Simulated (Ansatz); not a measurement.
# TiO2 (Anatase): the cost of one run

Computed with the Python package of Ansatz 0.2.0. Level of theory: DFT PBEsol, plane waves, PAW.

### 1 Starting point

The structure is tetragonal, space group I4_1/amd (No. 141). Conventional cell: a = 3.784 Å, b = 3.784 Å, c = 9.515 Å, α = 90.00°, β = 90.00°, γ = 90.00°. Ti (site symmetry -4m2) has 6 O at 1.93 to 1.98 Å as nearest neighbours. O (site symmetry 2mm) has 3 Ti at 1.93 to 1.98 Å as nearest neighbours.

The script holds or builds the structure itself.

### 2 The script

File vcrelax_tio2.py:

```python
# -*- coding: utf-8 -*-
"""Relax cell and ions of TiO2."""

import warnings

import ansatz as az
from ase import Atoms
from ase.data import atomic_numbers
from ase.io import write
import matplotlib.pyplot as plt
import numpy as np
import spglib

def edges_and_angles(cell):
    cell = np.asarray(cell)
    a, b, c = np.linalg.norm(cell, axis=1)
    cosines = cell[1] @ cell[2] / (b * c), cell[0] @ cell[2] / (a * c), cell[0] @ cell[1] / (a * b)
    return (a, b, c, *np.degrees(np.arccos(cosines)))

warnings.simplefilter("ignore", az.DeckWarning)

xtal = (
    az.Lattice.from_parameters(3.7842, 3.7842, 9.5146, alpha=90, beta=90, gamma=90)
    .space_group(141, hermann_mauguin="I41/amd", origin_choice=1)
    .atom("Ti", (0.0, 0.0, 0.0))
    .atom("O", (0.0, 0.0, 0.2081))
    .primitive()
)

# only the volume may change
model = (
    xtal.calculation()
    .kpoints(8, 8, 8)
    .functional("pbesol")
    .occupations("fermi_dirac", width=20 * az.meV)
    .relax(fix_cell=["shape"])
)
steps = []


def follow(event):
    if event["event"] != "relax_step":
        return
    row = event["data"]
    steps.append(row)
    print(f"step {row['step']:3d}  E = {row['lagrangian_ev']:.5f} eV  largest force component = {row['allowed_force_max_ev_ang']:.4f} eV/A  P = {row['pressure_gpa']:.3f} GPa")


res = model.session().plan(threads=1).execute(on_event=follow)
r = res.report

first, last = steps[0], steps[-1]
symbols = [site.symbol for site in res.lattice.sites]
print(f"energy gained {first['lagrangian_ev'] - last['lagrangian_ev']:.4f} eV in {len(steps) - 1} steps")
for label, vectors in (("before", first["cell_ang"]), ("after", res.lattice.cell_ang)):
    print(label, "a b c (A) {:.4f} {:.4f} {:.4f}  angles {:.2f} {:.2f} {:.2f}".format(*edges_and_angles(vectors)), f" V = {abs(np.linalg.det(vectors)):.3f} A^3")
print("final stress xx yy zz (GPa, compression positive):", np.round(np.diag(r["stress_gpa"]), 3) + 0.0)

change = np.array(last["positions_ang"]) @ np.linalg.inv(last["cell_ang"]) - np.array(first["positions_ang"]) @ np.linalg.inv(first["cell_ang"])
moved = np.linalg.norm(change @ np.array(last["cell_ang"]), axis=1)
print("displacement within the cell, strain taken out (A):", " ".join(f"{s}:{d:.3f}" for s, d in zip(symbols, moved)))

fractions = [site.position_frac for site in res.lattice.sites]
numbers = [atomic_numbers[s] for s in symbols]
for tolerance in (1e-3, 1e-2, 1e-1):
    print(f"space group at {tolerance} A:", spglib.get_spacegroup((res.lattice.cell_ang, fractions, numbers), symprec=tolerance))

fig, (top, bottom) = plt.subplots(2, 1, sharex=True, figsize=(4.5, 4))
top.plot([s["lagrangian_ev"] - last["lagrangian_ev"] for s in steps], "o-")
top.set_ylabel("E - E(final) (eV)")
bottom.semilogy([max(s["allowed_force_max_ev_ang"], 1e-6) for s in steps], "s-")
bottom.set(xlabel="step", ylabel="largest force (eV/A)")
fig.tight_layout()
fig.savefig("relax.png", dpi=100)

relaxed = Atoms(symbols, positions=[site.position_ang for site in res.lattice.sites], cell=res.lattice.cell_ang, pbc=True)
write("relaxed.cif", relaxed, format="cif")

print("%-22s %14.5f eV" % ("F = E - TS", r["free_energy_ev"]))
print("%-22s %14.5f eV" % ("E", r["internal_energy_ev"]))
print("%-22s %14.5f eV" % ("Harris-Foulkes", r["harris_foulkes_ev"]))
print("%-22s %14.5f eV" % ("Fermi level", r["fermi_energy_ev"]))
```

### 3 Launch

Started as:

```console
python vcrelax_tio2.py
```

What time and memory should one allow on 1 thread of Arm Neoverse V2, shared host?

About 19 s, with a peak of 0.55 GiB.
